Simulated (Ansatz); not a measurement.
## Os under changes of volume

One of the cells (13.982 Å³/atom); the others are scaled copies at fixed shape and fractional positions:

```xyz
2
Lattice="2.7341 0.0000 0.0000 -1.3671 2.3678 0.0000 0.0000 0.0000 4.3197" Properties=species:S:1:pos:R:3 pbc="T T T"
Os    1.3671    0.7893    3.2398
Os    0.0000    1.5785    1.0799
```

```yaml
Program: Ansatz 0.2.0
Functional: LDA
Potentials_or_basis: all-electron LAPW, scalar-relativistic
Cutoff: 295 eV (chosen from the basis error)
Basis_error_allowed: 0.001 eV/atom
k_mesh: 11 × 11 × 6
Occupations: fermi-dirac, width 0.05 eV
Spin: no spin polarisation
```

```csv
volume (Å³/atom),energy over the lowest point (meV/atom),pressure (GPa)
13.143,34.25,20.6
13.423,?,?
13.703,0.00,0.0
13.982,7.81,-8.6
14.262,29.81,-16.3
14.542,64.42,-23.1
14.821,110.23,-29.1
```

Task: What does the run at 13.423 Å³/atom give?

Result: Energy over the lowest point 8.15 meV/atom; pressure 9.7 GPa.

Worked out: A Birch-Murnaghan fit of order 3 (a polynomial in V^(-2/3)) to the other rows has its minimum at 13.70 Å³/atom with B0 = V·E''(V) = 447 GPa and B' = 4.7 at fixed shape and positions, which overstates the stiffness. It gives 8.16 meV/atom at 13.423 Å³/atom, against the run's 8.15, and -dE/dV = 9.6 GPa, against 9.7.

Energies are extrapolated to zero smearing.

The runs don't all hold the same shells in valence.
